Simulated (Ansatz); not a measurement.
## Sb under changes of volume

One of the cells (31.849 Å³/atom); the others are scaled copies at fixed shape and fractional positions:

```
Sb
1.0
     4.52770    0.00000    0.00000
     0.00000    4.42110    0.00000
    -1.32052    0.00000    6.36435
Sb
4
Direct
  0.33993 0.25000 0.68367
  0.93664 0.75000 0.76276
  0.06336 0.25000 0.23724
  0.66007 0.75000 0.31633
```

This isn't the form of Sb at room conditions, which is rhombohedral.

```yaml
Program: Ansatz 0.2.0
Functional: LDA
Potentials_or_basis: Ansatz PAW
Cutoff: "420 eV (not typed: the program's choice for these potentials)"
k_mesh: 6 × 6 × 4
Occupations: fermi-dirac, width 0.05 eV
Spin: no spin polarisation
```

```csv
volume (Å³/atom),energy over the lowest point (meV/atom),pressure (GPa),largest force (eV/Å)
29.938,0.00,-0.4,0.265
30.575,3.91,-1.5,0.158
31.212,?,?,?
31.849,23.97,-3.4,0.237
32.486,39.22,-4.2,0.343
33.123,57.44,-4.9,0.443
33.760,78.30,-5.5,0.536
```

Task: What does the run at 31.212 Å³/atom give?

Result: Energy over the lowest point 12.06 meV/atom; pressure -2.5 GPa; largest force 0.133 eV/Å.

Worked out: A Birch-Murnaghan fit of order 3 (a polynomial in V^(-2/3)) to the other rows has its minimum at 29.72 Å³/atom, just outside them, with B0 = V·E''(V) = 58 GPa and B' = 4.5 at fixed shape and positions, which overstates the stiffness. It gives 12.06 meV/atom at 31.212 Å³/atom, against the run's 12.06, and -dE/dV = -2.5 GPa, against -2.5.

Energies are extrapolated to zero smearing.

Caveats: the PAW data sets come from PBE, with cores solved anew for the run's functional, which leaves a small shift of forces and pressure.
